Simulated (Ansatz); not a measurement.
**CdO (Monteponite) under changes of volume**

One of the cells (12.970 Å³/atom); the others are scaled copies at fixed shape and fractional positions:

```
CELL_PARAMETERS angstrom
0.00000 2.34950 2.34950
2.34950 0.00000 2.34950
2.34950 2.34950 0.00000
ATOMIC_POSITIONS crystal
Cd 0.00000 0.00000 0.00000
O 0.50000 0.50000 0.50000
```

```yaml
Program: Ansatz 0.2.0
Functional: PBE
Potentials_or_basis: Ansatz PAW
Cutoff: "420 eV (not typed: the program's choice for these potentials)"
k_mesh: 10 × 10 × 10
Occupations: fermi-dirac, width 0.05 eV
Spin: no spin polarisation
```

```tsv
volume (Å³/atom)	energy over the lowest point (meV/atom)	pressure (GPa)
12.191	65.17	17.1
12.451	40.91	13.0
12.710	?	?
12.970	10.41	6.1
13.229	3.00	3.2
13.488	0.00	0.6
13.748	1.07	-1.8
```

What does the run at 12.710 Å³/atom give?

Energy over the lowest point 22.87 meV/atom; pressure 9.3 GPa.

Worked out: A Birch-Murnaghan fit of order 3 (a polynomial in V^(-2/3)) to the other rows has its minimum at 13.55 Å³/atom with B0 = V·E''(V) = 127 GPa and B' = 4.5. It gives 22.91 meV/atom at 12.710 Å³/atom, against the run's 22.87, and -dE/dV = 9.4 GPa, against 9.3.

Energies are extrapolated to zero smearing.
